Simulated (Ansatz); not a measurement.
## CdO: eigenvalues along the path

```xyz
2
Lattice="0.0000 2.3840 2.3840 2.3840 0.0000 2.3840 2.3840 2.3840 0.0000" Properties=species:S:1:pos:R:3 pbc="T T T"
Cd    0.0000    0.0000    0.0000
O     2.3840    2.3840    2.3840
```

Atoms are numbered in the order listed.

The structure comes from a relaxation in the same program, started in the rocksalt type, and has space group Fm-3m. Whether it is a known phase or the ground state wasn't checked.

The calculation used DFT, PBE, all-electron LAPW, scalar-relativistic (Ansatz 0.2.0).

Numerical set-up: a Γ-centred 16×16×16 k mesh, Fermi–Dirac smearing of 0.08 eV, basis error target 1 meV/atom, no spin polarisation.

Path points, in fractions of the reciprocal vectors: Γ (0.000, 0.000, 0.000), X (0.500, 0.000, 0.500), U (0.625, 0.250, 0.625), K (0.375, 0.375, 0.750), L (0.500, 0.500, 0.500), W (0.500, 0.250, 0.750). Levels in eV from the Fermi level; bands 10 to 20, counted from the lowest band of the run. The gap is zero.

```
# k(1/Å) point b10 b11 b12 b13 b14 b15 b16 b17 b18 b19 b20
0.000 Γ -17.27 -6.85 -6.85 -6.85 -6.58 -6.58 -1.42 -1.42 -1.42 -0.71 14.27
0.094 - -17.25 -6.86 -6.85 -6.85 -6.60 -6.57 -1.65 -1.42 -1.42 -0.40 14.10
0.188 - -17.22 -6.87 -6.83 -6.83 -6.68 -6.56 -2.00 -1.43 -1.43 0.16 13.71
0.282 - -17.17 -6.90 -6.81 -6.81 -6.79 -6.55 -2.30 -1.46 -1.46 0.80 13.27
0.377 - -17.11 -6.93 -6.91 -6.78 -6.78 -6.53 -2.54 -1.49 -1.49 1.45 12.84
0.471 - -17.04 -7.02 -6.97 -6.74 -6.74 -6.51 -2.72 -1.55 -1.55 2.10 12.41
0.565 - -16.96 -7.09 -7.01 -6.69 -6.69 -6.48 -2.87 -1.62 -1.62 2.69 11.27
0.659 - -16.89 -7.11 -7.06 -6.62 -6.62 -6.46 -3.00 -1.71 -1.71 3.21 10.26
0.753 - -16.83 -7.10 -7.07 -6.55 -6.55 -6.43 -3.14 -1.82 -1.82 3.59 9.42
0.847 - -16.78 -7.15 -6.95 -6.48 -6.48 -6.41 -3.30 -1.93 -1.93 3.82 8.80
0.941 - -16.74 -7.18 -6.77 -6.41 -6.41 -6.38 -3.49 -2.05 -2.05 3.86 8.41
1.035 - -16.71 -7.22 -6.53 -6.36 -6.34 -6.34 -3.71 -2.16 -2.16 3.78 8.21
1.130 - -16.69 -7.24 -6.35 -6.28 -6.28 -6.28 -3.94 -2.25 -2.25 3.66 8.14
1.224 - -16.68 -7.25 -6.34 -6.25 -6.25 -6.07 -4.14 -2.31 -2.31 3.55 8.12
1.318 X -16.68 -7.26 -6.34 -6.23 -6.23 -5.98 -4.23 -2.33 -2.33 3.51 8.12
1.351 - -16.68 -7.26 -6.34 -6.24 -6.23 -5.98 -4.22 -2.33 -2.32 3.52 8.12
1.384 - -16.68 -7.26 -6.35 -6.25 -6.23 -5.98 -4.21 -2.35 -2.30 3.55 8.12
1.418 - -16.68 -7.25 -6.37 -6.26 -6.24 -5.99 -4.18 -2.37 -2.27 3.60 8.12
1.451 - -16.67 -7.25 -6.39 -6.29 -6.24 -6.00 -4.14 -2.40 -2.23 3.66 8.13
1.484 - -16.67 -7.24 -6.42 -6.31 -6.24 -6.02 -4.09 -2.44 -2.18 3.74 8.13
1.517 - -16.66 -7.24 -6.45 -6.35 -6.25 -6.04 -4.04 -2.49 -2.11 3.84 8.14
1.551 - -16.66 -7.23 -6.49 -6.38 -6.25 -6.06 -3.97 -2.54 -2.04 3.95 8.14
1.584 - -16.65 -7.22 -6.53 -6.42 -6.26 -6.08 -3.90 -2.59 -1.96 4.08 8.15
1.617 - -16.64 -7.22 -6.58 -6.46 -6.27 -6.11 -3.83 -2.65 -1.88 4.21 8.16
1.651 - -16.63 -7.22 -6.62 -6.50 -6.27 -6.13 -3.75 -2.71 -1.79 4.36 8.17
1.684 - -16.63 -7.21 -6.67 -6.54 -6.28 -6.15 -3.67 -2.77 -1.69 4.51 8.18
1.717 - -16.62 -7.21 -6.72 -6.58 -6.29 -6.18 -3.58 -2.82 -1.59 4.67 8.20
1.750 - -16.61 -7.21 -6.76 -6.62 -6.30 -6.20 -3.49 -2.88 -1.49 4.84 8.22
1.784 U -16.60 -7.22 -6.81 -6.66 -6.31 -6.22 -3.40 -2.94 -1.39 5.01 8.22
1.841 - -16.60 -7.22 -6.84 -6.68 -6.32 -6.22 -3.36 -2.95 -1.35 5.11 8.07
1.899 - -16.60 -7.21 -6.87 -6.72 -6.31 -6.22 -3.34 -2.92 -1.34 5.23 7.93
1.957 - -16.59 -7.19 -6.91 -6.77 -6.31 -6.22 -3.34 -2.85 -1.36 5.37 7.80
2.014 - -16.59 -7.18 -6.94 -6.82 -6.30 -6.21 -3.34 -2.77 -1.40 5.51 7.69
2.072 - -16.59 -7.16 -6.96 -6.87 -6.30 -6.21 -3.35 -2.69 -1.44 5.63 7.61
2.130 - -16.59 -7.14 -6.97 -6.90 -6.29 -6.20 -3.36 -2.64 -1.48 5.71 7.55
2.187 - -16.59 -7.13 -6.97 -6.92 -6.29 -6.20 -3.36 -2.62 -1.49 5.73 7.54
2.245 - -16.59 -7.14 -6.97 -6.90 -6.29 -6.20 -3.36 -2.64 -1.48 5.71 7.55
2.302 - -16.59 -7.16 -6.96 -6.87 -6.30 -6.21 -3.35 -2.69 -1.44 5.63 7.61
2.360 - -16.59 -7.18 -6.94 -6.82 -6.30 -6.21 -3.34 -2.77 -1.40 5.51 7.69
2.418 - -16.59 -7.19 -6.91 -6.77 -6.31 -6.22 -3.34 -2.85 -1.36 5.37 7.80
2.475 - -16.60 -7.21 -6.87 -6.72 -6.31 -6.22 -3.34 -2.92 -1.34 5.23 7.93
2.533 - -16.60 -7.22 -6.84 -6.68 -6.32 -6.22 -3.36 -2.95 -1.35 5.11 8.07
2.591 K -16.60 -7.22 -6.81 -6.66 -6.31 -6.22 -3.40 -2.94 -1.39 5.01 8.22
2.691 - -16.59 -7.24 -6.94 -6.77 -6.35 -6.26 -3.12 -3.09 -1.08 5.53 7.52
2.790 - -16.58 -7.29 -7.05 -6.86 -6.39 -6.27 -3.22 -2.84 -0.79 5.98 6.94
2.890 - -16.59 -7.33 -7.13 -6.93 -6.44 -6.28 -3.32 -2.57 -0.56 5.83 7.01
2.990 - -16.62 -7.35 -7.18 -6.98 -6.49 -6.28 -3.40 -2.33 -0.39 5.23 7.59
3.090 - -16.67 -7.33 -7.20 -7.01 -6.54 -6.30 -3.44 -2.11 -0.30 4.60 8.29
3.190 - -16.74 -7.28 -7.18 -7.02 -6.59 -6.33 -3.45 -1.92 -0.30 3.96 9.07
3.290 - -16.82 -7.19 -7.13 -7.01 -6.65 -6.38 -3.41 -1.77 -0.38 3.33 9.93
3.389 - -16.91 -7.09 -7.05 -6.99 -6.69 -6.43 -3.30 -1.65 -0.52 2.69 10.60
3.489 - -17.00 -6.99 -6.96 -6.96 -6.74 -6.50 -3.13 -1.56 -0.71 2.06 11.25
3.589 - -17.09 -6.93 -6.91 -6.85 -6.78 -6.55 -2.88 -1.50 -0.91 1.43 11.97
3.689 - -17.16 -6.90 -6.85 -6.81 -6.75 -6.59 -2.55 -1.46 -1.11 0.80 12.73
3.789 - -17.22 -6.87 -6.84 -6.83 -6.66 -6.59 -2.15 -1.44 -1.27 0.19 13.47
3.889 - -17.25 -6.86 -6.85 -6.85 -6.60 -6.58 -1.71 -1.42 -1.38 -0.38 14.05
3.988 Γ -17.27 -6.85 -6.85 -6.85 -6.58 -6.58 -1.42 -1.42 -1.42 -0.71 14.27
4.070 - -17.26 -6.86 -6.85 -6.85 -6.59 -6.59 -1.64 -1.40 -1.40 -0.47 14.12
4.151 - -17.23 -6.87 -6.84 -6.84 -6.61 -6.61 -2.01 -1.35 -1.35 -0.04 13.67
4.233 - -17.19 -6.89 -6.84 -6.84 -6.64 -6.64 -2.39 -1.28 -1.28 0.43 12.97
4.315 - -17.14 -6.93 -6.85 -6.85 -6.66 -6.66 -2.74 -1.18 -1.18 0.91 12.18
4.396 - -17.08 -6.98 -6.89 -6.89 -6.65 -6.65 -3.05 -1.06 -1.06 1.39 11.35
4.478 - -17.01 -7.04 -6.96 -6.96 -6.62 -6.62 -3.31 -0.94 -0.94 1.86 10.55
4.559 - -16.93 -7.12 -7.03 -7.03 -6.58 -6.58 -3.51 -0.80 -0.80 2.31 9.78
4.641 - -16.85 -7.22 -7.11 -7.11 -6.53 -6.53 -3.67 -0.67 -0.67 2.73 9.08
4.722 - -16.77 -7.32 -7.18 -7.18 -6.48 -6.48 -3.78 -0.55 -0.55 3.12 8.44
4.804 - -16.70 -7.42 -7.24 -7.24 -6.44 -6.44 -3.85 -0.44 -0.44 3.47 7.89
4.885 - -16.64 -7.51 -7.29 -7.29 -6.41 -6.41 -3.89 -0.35 -0.35 3.77 7.44
4.967 - -16.60 -7.58 -7.33 -7.33 -6.38 -6.38 -3.91 -0.28 -0.28 4.00 7.09
5.048 - -16.57 -7.63 -7.35 -7.35 -6.36 -6.36 -3.91 -0.24 -0.24 4.15 6.88
5.130 L -16.56 -7.64 -7.36 -7.36 -6.36 -6.36 -3.92 -0.22 -0.22 4.20 6.80
5.196 - -16.56 -7.63 -7.35 -7.35 -6.36 -6.36 -3.91 -0.27 -0.23 4.25 6.79
5.263 - -16.56 -7.61 -7.34 -7.33 -6.36 -6.36 -3.90 -0.40 -0.27 4.40 6.75
5.329 - -16.56 -7.57 -7.31 -7.30 -6.37 -6.36 -3.89 -0.60 -0.33 4.64 6.68
5.396 - -16.56 -7.52 -7.27 -7.26 -6.37 -6.36 -3.86 -0.85 -0.41 4.93 6.59
5.462 - -16.57 -7.46 -7.22 -7.20 -6.37 -6.36 -3.83 -1.12 -0.52 5.28 6.48
5.529 - -16.57 -7.40 -7.16 -7.15 -6.37 -6.35 -3.78 -1.42 -0.65 5.65 6.34
5.596 - -16.57 -7.34 -7.09 -7.09 -6.36 -6.35 -3.72 -1.71 -0.81 6.06 6.20
5.662 - -16.58 -7.28 -7.04 -7.03 -6.34 -6.33 -3.64 -2.00 -0.99 6.06 6.47
5.729 - -16.58 -7.22 -7.00 -6.97 -6.33 -6.29 -3.54 -2.27 -1.18 5.92 6.90
5.795 - -16.58 -7.16 -6.98 -6.93 -6.30 -6.23 -3.43 -2.51 -1.39 5.79 7.33
5.862 - -16.59 -7.11 -6.96 -6.92 -6.28 -6.17 -3.30 -2.71 -1.60 5.68 7.74
5.928 - -16.59 -7.05 -6.95 -6.92 -6.26 -6.12 -3.16 -2.87 -1.79 5.60 8.12
5.995 - -16.59 -7.01 -6.94 -6.93 -6.24 -6.08 -3.05 -2.97 -1.94 5.55 8.41
6.062 W -16.59 -6.99 -6.94 -6.94 -6.23 -6.06 -3.01 -3.01 -2.00 5.54 8.53
6.109 - -16.59 -6.99 -6.98 -6.89 -6.23 -6.06 -3.11 -2.91 -2.00 5.50 8.45
6.156 - -16.60 -7.03 -6.96 -6.84 -6.23 -6.06 -3.22 -2.82 -2.01 5.40 8.38
6.203 - -16.60 -7.07 -6.92 -6.78 -6.23 -6.06 -3.33 -2.74 -2.03 5.24 8.32
6.250 - -16.61 -7.11 -6.87 -6.72 -6.23 -6.06 -3.44 -2.66 -2.05 5.04 8.27
6.297 - -16.62 -7.14 -6.81 -6.65 -6.23 -6.06 -3.55 -2.60 -2.07 4.82 8.23
6.344 - -16.63 -7.16 -6.74 -6.59 -6.23 -6.05 -3.67 -2.54 -2.10 4.59 8.20
6.391 - -16.64 -7.19 -6.66 -6.52 -6.23 -6.05 -3.77 -2.49 -2.14 4.37 8.18
6.438 - -16.65 -7.21 -6.59 -6.46 -6.23 -6.04 -3.88 -2.44 -2.17 4.16 8.16
6.485 - -16.66 -7.22 -6.52 -6.40 -6.23 -6.03 -3.97 -2.41 -2.21 3.97 8.14
6.532 - -16.66 -7.24 -6.45 -6.35 -6.23 -6.02 -4.06 -2.38 -2.25 3.81 8.13
6.579 - -16.67 -7.25 -6.40 -6.30 -6.23 -6.00 -4.13 -2.36 -2.28 3.68 8.13
6.626 - -16.68 -7.25 -6.37 -6.26 -6.23 -5.99 -4.18 -2.34 -2.31 3.59 8.12
6.673 - -16.68 -7.26 -6.34 -6.24 -6.23 -5.98 -4.22 -2.33 -2.32 3.53 8.12
6.720 X -16.68 -7.26 -6.34 -6.23 -6.23 -5.98 -4.23 -2.33 -2.33 3.51 8.12
```
